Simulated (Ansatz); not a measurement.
Crystal: MgO.

```xyz
2
Lattice="2.9380 0.0000 0.0000 -1.4690 2.5444 0.0000 0.0000 0.0000 2.6797" Properties=species:S:1:pos:R:3 pbc="T T T"
Mg    0.0000    0.0000    0.0000
O     0.0000    1.6963    1.3398
```

Measurements of this composition are mostly on another form, of space group No. 225.

```yaml
Program: Ansatz 0.2.0
Task: relaxation of cell and atoms
Functional: HSEsol
Potentials_or_basis: Ansatz PAW
Cutoff: "420 eV (not typed: the program's choice for these potentials)"
k_mesh: 5 × 5 × 5
Occupations: fermi-dirac, width 0.05 eV
Spin: no spin polarisation
```

At the start: volume 10.02 Å³/atom.

Where does the relaxation end?

It ends after 8 steps and the volume is 9.45 Å³/atom (-5.7 %); space group P-6m2 (No. 187, to 0.05 Å).

The path:
```tsv
step	energy change (eV)	largest force (eV/Å)	volume (Å³)
1	0.0000	0.0000	20.03
2	-0.0233	0.0000	19.49
3	-0.0327	0.0000	18.87
4	-0.0333	0.0000	18.91
5	-0.0334	0.0000	18.93
6	-0.0310	0.0000	18.93
7	-0.0311	0.0000	18.90
8	-0.0311	0.0000	18.90
```

Final structure:
```yaml
crystal:
  lattice:
    - [2.88048, 0.00000, 0.00000]
    - [-1.44024, 2.49457, 0.00000]
    - [0.00000, 0.00000, 2.62966]
  atoms:
    - { symbol: Mg, position: [0.00000, 0.00000, 0.00000] }
    - { symbol: O, position: [0.33333, 0.66667, 0.50000] }
```

Caveat: the k mesh is coarse (spacing up to 0.49 Å⁻¹), so the values aren't converged, least of all with exact exchange; the plane-wave basis is chosen anew once the cell has moved, so the energies of steps on either side of that aren't comparable; the pressure holds a Pulay correction of +0.5 GPa for the finite cutoff; the PAW data sets come from PBE, with cores solved anew for the run's functional, which leaves a small shift of forces and pressure.
